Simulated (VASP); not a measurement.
# HgTe (F-43m) in VASP: band structure with PBE

Aim: the band structure of HgTe with PBE.

Program: VASP 6.6.1. These are calculated values, not measurements. Logs are shortened: lines on timing, memory, paths and dates and some standing lists are left out, and cuts for length are marked.

## (1) The crystal as given

The structure is cubic, space group F-43m (No. 216). The conventional cell has a = 6.652 Å, b = 6.652 Å, c = 6.652 Å, α = 90.00°, β = 90.00°, γ = 90.00°. Hg (site symmetry -43m) is surrounded by 4 Te at 2.88 Å. Te (site symmetry -43m) is surrounded by 4 Hg at 2.88 Å.

## (2) Band structure, PBE

The input, POSCAR:

```
HgTe
1.0
    0.0000000000      3.3257890000      3.3257890000
    3.3257890000      0.0000000000      3.3257890000
    3.3257890000      3.3257890000      0.0000000000
Hg Te
1 1
Direct
    0.0000000000      0.0000000000      0.0000000000
    0.2500000000      0.2500000000      0.2500000000
```

The input, INCAR.step1:

```
PREC     = Accurate       # precision mode
ENCUT    = 520            # plane-wave cutoff, eV
EDIFF    = 1E-6           # SCF threshold, eV
ISMEAR   = 0              # smearing method
SIGMA    = 0.1            # smearing width, eV
LREAL    = False          # projectors in reciprocal space
LASPH    = True           # aspherical terms in the spheres
NELM     = 100            # most SCF steps
ALGO     = Normal         # electronic algorithm
ISIF     = 2              # what is computed and relaxed
LWAVE    = False          # write WAVECAR
LCHARG   = True           # write CHGCAR
GGA      = PE             # functional
NBANDS   = 16             # bands
```

The input, KPOINTS.step1:

```
Automatic mesh
0
Gamma
  12 12 12
```

The input, INCAR.step2:

```
PREC     = Accurate       # precision mode
ENCUT    = 520            # plane-wave cutoff, eV
EDIFF    = 1E-6           # SCF threshold, eV
ISMEAR   = 0              # smearing method
SIGMA    = 0.05           # smearing width, eV
LREAL    = False          # projectors in reciprocal space
LASPH    = True           # aspherical terms in the spheres
NELM     = 100            # most SCF steps
ALGO     = Normal         # electronic algorithm
ISIF     = 2              # what is computed and relaxed
LWAVE    = False          # write WAVECAR
LCHARG   = False          # write CHGCAR
GGA      = PE             # functional
NBANDS   = 16             # bands
ICHARG   = 11             # starting density
```

The input, KPOINTS.step2:

```
path GXWKGLUWLK,UX
10
line-mode
reciprocal
 0.0000000000  0.0000000000  0.0000000000  G
 0.5000000000  0.0000000000  0.5000000000  X

 0.5000000000  0.0000000000  0.5000000000  X
 0.5000000000  0.2500000000  0.7500000000  W

 0.5000000000  0.2500000000  0.7500000000  W
 0.3750000000  0.3750000000  0.7500000000  K

 0.3750000000  0.3750000000  0.7500000000  K
 0.0000000000  0.0000000000  0.0000000000  G

 0.0000000000  0.0000000000  0.0000000000  G
 0.5000000000  0.5000000000  0.5000000000  L

 0.5000000000  0.5000000000  0.5000000000  L
 0.6250000000  0.2500000000  0.6250000000  U

 0.6250000000  0.2500000000  0.6250000000  U
 0.5000000000  0.2500000000  0.7500000000  W

 0.5000000000  0.2500000000  0.7500000000  W
 0.5000000000  0.5000000000  0.5000000000  L

 0.5000000000  0.5000000000  0.5000000000  L
 0.3750000000  0.3750000000  0.7500000000  K

 0.6250000000  0.2500000000  0.6250000000  U
 0.5000000000  0.0000000000  0.5000000000  X
```

Potentials or basis: VASP PAW PBE potentials, release 64 (Hg, Te).

Launch:

```bash
$ cat potpaw_PBE.64/Hg/POTCAR potpaw_PBE.64/Te/POTCAR > POTCAR
$ cp INCAR.step1 INCAR
$ cp KPOINTS.step1 KPOINTS
$ mpirun -np 1 vasp_std > vasp.out
$ cp INCAR.step2 INCAR
$ cp KPOINTS.step2 KPOINTS
$ mpirun -np 1 vasp_std > vasp.out
```

OUTCAR:

```text
PREC = Accurate
   ENCUT = 520
   EDIFF = 1E-6
   ISMEAR = 0
   LREAL = False
   LASPH = True
   NELM = 100
   ISIF = 2
   GGA = PE
   ICHARG = 11

 ion  position               nearest neighbor table
   1  0.000  0.000  0.000-   2 2.88   2 2.88   2 2.88   2 2.88
   2  0.250  0.250  0.250-   1 2.88   1 2.88   1 2.88   1 2.88

  LATTYP: Found a face centered cubic cell.
 ALAT       =     6.6515780000

  Lattice vectors:

 A1 = (   0.0000000000,   3.3257890000,   3.3257890000)
 A2 = (   3.3257890000,   0.0000000000,   3.3257890000)
 A3 = (   3.3257890000,   3.3257890000,   0.0000000000)

Analysis of symmetry for initial positions (statically):
=====================================================================
 Subroutine PRICEL returns:
 Original cell was already a primitive cell.

 Routine SETGRP: Setting up the symmetry group for a
 face centered cubic supercell.

 Subroutine GETGRP returns: Found 24 space group operations
 (whereof 24 operations were pure point group operations)
 out of a pool of 48 trial point group operations.

The static configuration has the point symmetry T_d .

Analysis of symmetry for dynamics (positions and initial velocities):
=====================================================================
 Subroutine PRICEL returns:
 Original cell was already a primitive cell.

 Routine SETGRP: Setting up the symmetry group for a
 face centered cubic supercell.

 Subroutine GETGRP returns: Found 24 space group operations
 (whereof 24 operations were pure point group operations)
 out of a pool of 48 trial point group operations.

The dynamic configuration has the point symmetry T_d .

 Subroutine INISYM returns: Found 24 space group operations
 (whereof 24 operations are pure point group operations),
 and found     1 'primitive' translations

----------------------------------------------------------------------------------------

                                     Primitive cell

  volume of cell :      73.5723

  direct lattice vectors                    reciprocal lattice vectors
     0.000000000  3.325789000  3.325789000    -0.150340265  0.150340265  0.150340265
     3.325789000  0.000000000  3.325789000     0.150340265 -0.150340265  0.150340265
     3.325789000  3.325789000  0.000000000     0.150340265  0.150340265 -0.150340265

  length of vectors
     4.703375909  4.703375909  4.703375909     0.260396978  0.260396978  0.260396978

  position of ions in fractional coordinates (direct lattice)
     0.000000000  0.000000000  0.000000000
     0.250000000  0.250000000  0.250000000

  ion indices of the primitive-cell ions
   primitive index   ion index
                 1           1
                 2           2

----------------------------------------------------------------------------------------

 KPOINTS: path GXWKGLUWLK,UX

Interpolating k-points between supplied coordinates.

 Line segments in fractional coordinates (reciprocal lattice):
    0.000000  0.000000  0.000000  ...  0.500000  0.000000  0.500000
    0.500000  0.000000  0.500000  ...  0.500000  0.250000  0.750000
    0.500000  0.250000  0.750000  ...  0.375000  0.375000  0.750000
    0.375000  0.375000  0.750000  ...  0.000000  0.000000  0.000000
    0.000000  0.000000  0.000000  ...  0.500000  0.500000  0.500000
    0.500000  0.500000  0.500000  ...  0.625000  0.250000  0.625000
    0.625000  0.250000  0.625000  ...  0.500000  0.250000  0.750000
    0.500000  0.250000  0.750000  ...  0.500000  0.500000  0.500000
    0.500000  0.500000  0.500000  ...  0.375000  0.375000  0.750000
    0.625000  0.250000  0.625000  ...  0.500000  0.000000  0.500000

 Generated    10 points on each line segment, for a total of    100 k-points:

 Following reciprocal coordinates:
            Coordinates               Weight
  0.000000  0.000000  0.000000      0.010000
  0.055556  0.000000  0.055556      0.010000
  0.111111  0.000000  0.111111      0.010000
  0.166667  0.000000  0.166667      0.010000
  0.222222  0.000000  0.222222      0.010000
  0.277778  0.000000  0.277778      0.010000
[... 16 lines left out ...]
  0.472222  0.277778  0.750000      0.010000
  0.458333  0.291667  0.750000      0.010000
 [... further k-points ...]
   k-points           NKPTS =    100   k-points in BZ     NKDIM =    100   number of bands    NBANDS=     16
   number of dos      NEDOS =    301   number of ions     NIONS =      2
   total plane-waves  NPLWV =  46656
   dimension x,y,z NGX =    36 NGY =   36 NGZ =   36
   dimension x,y,z NGXF=    72 NGYF=   72 NGZF=   72
   ions per type =               1   1
   NGX,Y,Z   is equivalent  to a cutoff of  12.72, 12.72, 12.72 a.u.
   NGXF,Y,Z  is equivalent  to a cutoff of  25.45, 25.45, 25.45 a.u.
 SYSTEM =  unknown system
   PREC   = accura    normal or accurate (medium, high low for compatibility)
   ISTART =      0    job   : 0-new  1-cont  2-samecut
   ICHARG =     11    charge: 1-file 2-atom 10-const
   ISPIN  =      1    spin polarized calculation?
   LNONCOLLINEAR =      F non collinear calculations
   LSORBIT =      F    spin-orbit coupling
   LASPH  =      T    aspherical Exc in radial PAW
   ENCUT  =  520.0 eV  38.22 Ry    6.18 a.u.   8.75  8.75  8.75*2*pi/ulx,y,z
   NELM   =    100;   NELMIN=  2; NELMDL=  0     # of ELM steps
   EDIFF  = 0.1E-05   stopping-criterion for ELM
   LREAL  =      F    real-space projection
   EDIFFG = 0.1E-04   stopping-criterion for IOM
   NSW    =      0    number of steps for IOM
   IBRION =     -1    ionic relax: 0-MD 1-quasi-New 2-CG
   NFREE  =      0    steps in history (QN), initial steepest desc. (CG)
   ISIF   =      2    stress and relaxation
   ISYM   =      2    0-nonsym 1-usesym 2-fastsym
   POTIM  = 0.5000    time-step for ionic-motion
   TEBEG  =    0.0;   TEEND  =   0.0 temperature during run
   PSTRESS=    0.0 pullay stress
   NELECT =      18.0000    total number of electrons
   NUPDOWN=      -1.0000    fix difference up-down
   EMIN   =  10.00;   EMAX   =-10.00  energy-range for DOS
   EFERMI =   0.00;   METHOD = LEGACY
   ISMEAR =     0;   SIGMA  =   0.05  broadening in eV -4-tet -1-fermi 0-gaus
   EFERMI_NEDOS =   21; number of points for ismear=-14 and -15
   IALGO  =     38    algorithm
   IMIX   =      4    mixing-type and parameters
     AMIX     =   0.40;   BMIX     =  1.00
     AMIX_MAG =   1.60;   BMIX_MAG =  1.00
  volume/ion in A,a.u.               =      36.79       248.25
  Fermi-wavevector in a.u.,A,eV,Ry     =   1.023908  1.934906 14.264182  1.048388
  Thomas-Fermi vector in A             =   2.157667
   LORBIT       =      0    0 simple, 1 ext, 2 COOP (PROOUT), +10 PAW based schemes
   GGA     = PE    functional components
   LHFCALC =     F    Hartree Fock is set to
   AEXX    =    0.0000 exact exchange contribution
   IVDW    =     0    specifies the selected vdW correction
   LEPSILON=     F    determine dielectric tensor
   LRPA    =     F    only Hartree local field effects (RPA)
 non-spin polarized calculation
 Gauss-broadening in eV      SIGMA  =   0.05
  energy-cutoff  :      520.00
  volume of cell :       73.57
 maximum number of plane-waves:      2006
 NGX is ok and might be reduce to    36

 number of electron      17.9999998 magnetization

 Free energy of the ion-electron system (eV)
  ---------------------------------------------------
  ext. energy  EPLUGINS =         0.00000000
  ---------------------------------------------------
  free energy    TOTEN  =        -3.85158000 eV

  energy without entropy =       -3.84899068  energy(sigma->0) =       -3.85028534

 E-fermi :   2.2491     XC(G=0):  -8.3564

 val. band max:        2.2306343603   @ k =   0.0000   0.0000   0.0000
 cond. band min:       2.4269157518   @ k =   0.0556   0.0556   0.0556
 fundamental gap:      0.1962813915
 Fermi energy:         2.2491475813

 k-point     1 :       0.0000    0.0000    0.0000
  band No.  band energies     occupation
      1      -9.1809      2.00000
      2      -4.6595      2.00000
      3      -4.6595      2.00000
      4      -4.6595      2.00000
      5      -4.2257      2.00000
      6      -4.2257      2.00000
[... 8 lines left out ...]
     15      11.6594      0.00000
     16      11.6594      0.00000

 k-point     2 :       0.0556    0.0000    0.0556
  band No.  band energies     occupation
      1      -9.1635      2.00000
      2      -4.6565      2.00000
      3      -4.6525      2.00000
      4      -4.6525      2.00000
      5      -4.2282      2.00000
      6      -4.2241      2.00000
[... 8 lines left out ...]
     15      11.0352      0.00000
     16      11.6763      0.00000

 k-point     3 :       0.1111    0.0000    0.1111
  band No.  band energies     occupation
      1      -9.1127      2.00000
      2      -4.6461      2.00000
      3      -4.6320      2.00000
      4      -4.6320      2.00000
      5      -4.2350      2.00000
      6      -4.2198      2.00000
[... 8 lines left out ...]
     15      10.2737      0.00000
     16      11.7265      0.00000

 k-point     4 :       0.1667    0.0000    0.1667
  band No.  band energies     occupation
      1      -9.0334      2.00000
      2      -4.6255      2.00000
      3      -4.5994      2.00000
      4      -4.5994      2.00000
      5      -4.2435      2.00000
      6      -4.2131      2.00000
[... 8 lines left out ...]
     15      10.6118      0.00000
     16      11.8086      0.00000
[... 324 lines left out ...]
 k-point    22 :       0.4861    0.2639    0.7500
  band No.  band energies     occupation
      1      -8.5488      2.00000
      2      -4.4678      2.00000
      3      -4.4425      2.00000
      4      -4.2716      2.00000
      5      -4.2429      2.00000
      6      -3.7457      2.00000
[... 8 lines left out ...]
     15      12.9014      0.00000
     16      13.0865      0.00000

 k-point    23 :       0.4722    0.2778    0.7500
  band No.  band energies     occupation
      1      -8.5503      2.00000
      2      -4.4695      2.00000
      3      -4.4422      2.00000
      4      -4.2784      2.00000
      5      -4.2361      2.00000
      6      -3.7521      2.00000
[... 8 lines left out ...]
     15      12.7204      0.00000
     16      13.1790      0.00000

 k-point    24 :       0.4583    0.2917    0.7500
  band No.  band energies     occupation
      1      -8.5524      2.00000
      2      -4.4724      2.00000
      3      -4.4411      2.00000
      4      -4.2857      2.00000
      5      -4.2287      2.00000
      6      -3.7606      2.00000
[... 8 lines left out ...]
     15      12.5241      0.00000
     16      13.3231      0.00000

 [... further k-points ...]

------------------------ aborting loop because EDIFF is reached ----------------------------------------

  FORCE on cell =-STRESS in cart. coord.  units (eV):
  Direction    XX          YY          ZZ          XY          YZ          ZX
  --------------------------------------------------------------------------------------
  -------------------------------------------------------------------------------------
  Total       -0.3212526     -0.3212526     -0.3212526      0.0000000     -0.0000000      0.0000000
  in kB       -6.9958923     -6.9958923     -6.9958923      0.0000000     -0.0000000      0.0000000
  external PRESSURE =      -6.9958923 kB  Pullay stress =       0.0000000 kB

 VOLUME and BASIS-vectors are now :
 -----------------------------------------------------------------------------
  energy-cutoff  :      520.00
  volume of cell :       73.57
      direct lattice vectors                 reciprocal lattice vectors
     0.000000000  3.325789000  3.325789000    -0.150340265  0.150340265  0.150340265
     3.325789000  0.000000000  3.325789000     0.150340265 -0.150340265  0.150340265
     3.325789000  3.325789000  0.000000000     0.150340265  0.150340265 -0.150340265

 POSITION                                       TOTAL-FORCE (eV/Angst)
 -----------------------------------------------------------------------------------
      0.00000      0.00000      0.00000        -0.000000     -0.000000     -0.000000
      1.66289      1.66289      1.66289         0.000000      0.000000      0.000000
 -----------------------------------------------------------------------------------
    total drift:                               -0.000000     -0.000000     -0.000000

  FREE ENERGIE OF THE ION-ELECTRON SYSTEM (eV)
  ---------------------------------------------------
  free  energy   TOTEN  =        -3.8515799971 eV

  energy  without entropy=       -3.8489906783  energy(sigma->0) =       -3.85028534
```

It took 78 s on 1 thread of Intel Xeon Platinum 8488C (Sapphire Rapids), shared host; peak memory 0.28 GiB.

Results:

| Item | Value |
| --- | --- |
| Band gap along the path | none (metal or under the smearing width) |

Levels at the corners of the path, in eV from the Fermi level:
| point | band 6 | band 7 | band 8 | band 9 | band 10 | band 11 | band 12 | band 13 |
| --- | --- | --- | --- | --- | --- | --- | --- | --- |
| Γ | -6.53 | -1.00 | -0.07 | -0.07 | -0.07 | 4.30 | 4.30 | 4.30 |
| X | -6.17 | -5.05 | -2.00 | -2.00 | 1.84 | 2.64 | 7.85 | 8.44 |
| X | -6.17 | -5.05 | -2.00 | -2.00 | 1.84 | 2.64 | 7.85 | 8.44 |
| W | -6.05 | -5.10 | -2.31 | -2.27 | 2.83 | 4.62 | 5.18 | 6.19 |
| W | -6.05 | -5.10 | -2.31 | -2.27 | 2.83 | 4.62 | 5.18 | 6.19 |
| K | -6.10 | -5.06 | -2.56 | -1.67 | 2.16 | 3.97 | 6.91 | 7.00 |
| K | -6.10 | -5.06 | -2.56 | -1.67 | 2.16 | 3.97 | 6.91 | 7.00 |
| Γ | -6.53 | -1.00 | -0.07 | -0.07 | -0.07 | 4.30 | 4.30 | 4.30 |
| Γ | -6.53 | -1.00 | -0.07 | -0.07 | -0.07 | 4.30 | 4.30 | 4.30 |
| L | -6.28 | -5.02 | -0.90 | -0.90 | 0.63 | 5.04 | 5.04 | 6.73 |
| L | -6.28 | -5.02 | -0.90 | -0.90 | 0.63 | 5.04 | 5.04 | 6.73 |
| U | -6.10 | -5.06 | -2.56 | -1.67 | 2.16 | 3.97 | 6.91 | 7.00 |
| U | -6.10 | -5.06 | -2.56 | -1.67 | 2.16 | 3.97 | 6.91 | 7.00 |
| W | -6.05 | -5.10 | -2.31 | -2.27 | 2.83 | 4.62 | 5.18 | 6.19 |
| W | -6.05 | -5.10 | -2.31 | -2.27 | 2.83 | 4.62 | 5.18 | 6.19 |
| L | -6.28 | -5.02 | -0.90 | -0.90 | 0.63 | 5.04 | 5.04 | 6.73 |
| L | -6.28 | -5.02 | -0.90 | -0.90 | 0.63 | 5.04 | 5.04 | 6.73 |
| K | -6.10 | -5.06 | -2.56 | -1.67 | 2.16 | 3.97 | 6.91 | 7.00 |
| U | -6.10 | -5.06 | -2.56 | -1.67 | 2.16 | 3.97 | 6.91 | 7.00 |
| X | -6.17 | -5.05 | -2.00 | -2.00 | 1.84 | 2.64 | 7.85 | 8.44 |

Caveat: the log is that of the step along the path at fixed density, whose energy, stress, charges and moments have no meaning; spin-orbit coupling is left out, which moves the levels of the heavy elements.
